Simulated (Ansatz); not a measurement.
Input of an Ansatz 0.2.0 run:

The input input.yaml:

```yaml
crystal:
  lattice:
    - [-1.6, 1.6, 3.9305]
    - [1.6, -1.6, 3.9305]
    - [1.6, 1.6, -3.9305]
  atoms:
    - { symbol: Mo, position: [0.017662, 0.001863, 0.006641] }
    - { symbol: Si, position: [0.677839, 0.694316, 0.025004] }
    - { symbol: Si, position: [0.331999, 0.345811, 0.011501] }
hamiltonian:
  xc: pbesol
  pseudopotentials: { kind: paw }
kpoints:
  mp_grid: { grid: [12, 12, 12] }
scf:
  occupations: { method: fermi_dirac, width: 0.05 }
output:
  forces: true
  stress: true
  eigenvalues: true
```

Potentials or basis: Ansatz PAW.

Run with:

```console
$ ansatz run input.yaml --threads 2 --pin off --max-ram 5632MiB --backend cpu --events-out ev --progress --plain --runs-dir out
```

Task: Estimate the pressure.

Result: -2.5 GPa.

Task: Estimate the band gap on the k mesh.

Result: None (metal or under the smearing width).

Task: Predict the largest force.

Result: 0.955 eV/Å.

Forces in eV/Å, atoms in the order of the input:
```
Mo   0.603 -0.268 -0.339
Si  -0.479  0.043 -0.580
Si  -0.125  0.225  0.919
```

Caveat: the PAW data sets come from PBE, with cores solved anew for the run's functional, which leaves a small shift of forces and pressure.
